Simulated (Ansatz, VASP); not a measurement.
**One calculation of Hf, two programs**

```
Hf
1.0
     0.00000    3.07077    3.07077
     3.07077    0.00000    3.07077
     3.07077    3.07077    0.00000
Hf
2
Direct
  0.12500 0.12500 0.12500
  0.87500 0.87500 0.87500
```

Alike in both runs: task single point; functional LDA; k mesh 10 × 10 × 10; occupations fermi-dirac, width 0.1 eV; no spin polarisation.

```csv
,VASP,Ansatz
version,VASP 6.6.1,Ansatz 0.2.0
potentials or method,"VASP PAW LDA potentials, release 64 (Hf_pv)","plane waves (420 eV) with PAW, scalar-relativistic"
plane-wave cutoff (eV),520,420
valence electrons in the cell,20,52
```

|  | VASP | Ansatz | Ansatz less VASP |
| --- | --- | --- | --- |
| pressure (GPa) | 1.1 | 1.5 | +0.38 |

The two sets of potentials don't hold the same shells in valence. Ansatz warned: «pseudo_functional_mismatch».

The runs have no spin-orbit coupling, so splittings on Hf are missing.
